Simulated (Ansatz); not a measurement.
**TaN under strain — coordination and 181Ta quadrupole coupling**

Cell: a COD entry, relaxed with PBE at fixed cell and then changed (z compressed by 1 %, ions relaxed).

```
CELL_PARAMETERS angstrom
5.18500 0.00000 0.00000
-2.59250 4.49034 0.00000
0.00000 0.00000 2.87892
ATOMIC_POSITIONS crystal
Ta 0.00000 0.00000 0.00000
Ta 0.33333 0.66667 0.50000
Ta 0.66667 0.33333 0.50000
N 0.50000 0.00000 0.00000
N 0.50000 0.50000 0.00000
N 0.00000 0.50000 0.00000
```

Sites (sets of like atoms) are named by element and the number of their first atom in this list.

Method: Kohn–Sham DFT in Ansatz, PBE, plane waves and PAW, scalar-relativistic, collinear spin, 420 eV cutoff, Γ-centred 10×10×16 k-points, Fermi–Dirac smearing 0.05 eV. Start moments as typed (μB): 2 on each Ta, none on the rest.

Q(181Ta) = 3170 mb.

**Question.** Order the Ta environments from the weakest to the strongest quadrupole coupling.
A. Ta1: 6 N at 2.59 Å; also 2 Ta at 2.88 Å
B. Ta2: 6 N at 2.08 Å

**Answer.** B (3005 MHz, η = 0.00), A (3653 MHz, η = 0.00).

An axis of threefold or higher order runs through Ta2 and Ta1, so V_zz lies along it and η is zero.

The run finds no gap above 0.1 eV (a metal, or nearly one), so the gradients can move by 10 % or more with the k-mesh. Without spin–orbit coupling the gradients at and beside Ta can be off by some per cent, at some sites by more. With these PAW files V_zz is typically within 2 to 3 % of all-electron values, but misses above 10 % occur on Ta. At this changed cell the PBE pressure is 15 GPa. The start moments die out, and the run ends without spin.
